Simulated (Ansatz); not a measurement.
Theory: DFT PBE, scalar-relativistic, plane waves, PAW (Ansatz 0.2.0).

Settings: cutoff 420 eV, Γ-centred mesh 12×12×12 on the computed 4-atom cell, Gaussian smearing of 0.10 eV; no spin polarisation.

```
CELL_PARAMETERS angstrom
-3.96013 3.96013 1.86884
3.96013 -3.96013 1.86884
3.96013 3.96013 -1.86884
ATOMIC_POSITIONS crystal
Sb 0.35137 0.14863 0.50000
Sb 0.85137 0.35137 0.20274
Sb 0.64863 0.85137 0.50000
Sb 0.14863 0.64863 0.79726
```

Question: Is this geometry at equilibrium? Which atom feels the largest force?

Answer: It isn't. Atom 1 (Sb) feels (0.39, -0.39, 0.00) eV/Å, 0.558 eV/Å in size, and symmetry-related atoms feel the same size.

Question: Give all forces and the stress.

Answer:
```csv
atom,Fx,Fy,Fz
Sb1,0.395,-0.395,0.000
Sb2,-0.395,-0.395,0.000
Sb3,-0.395,0.395,0.000
Sb4,0.395,0.395,0.000
```
Stress (GPa, compression positive):
```
 9.13  0.00  0.00
 0.00  9.13  0.00
 0.00  0.00 15.16
```

This form isn't the element's structure at ambient conditions.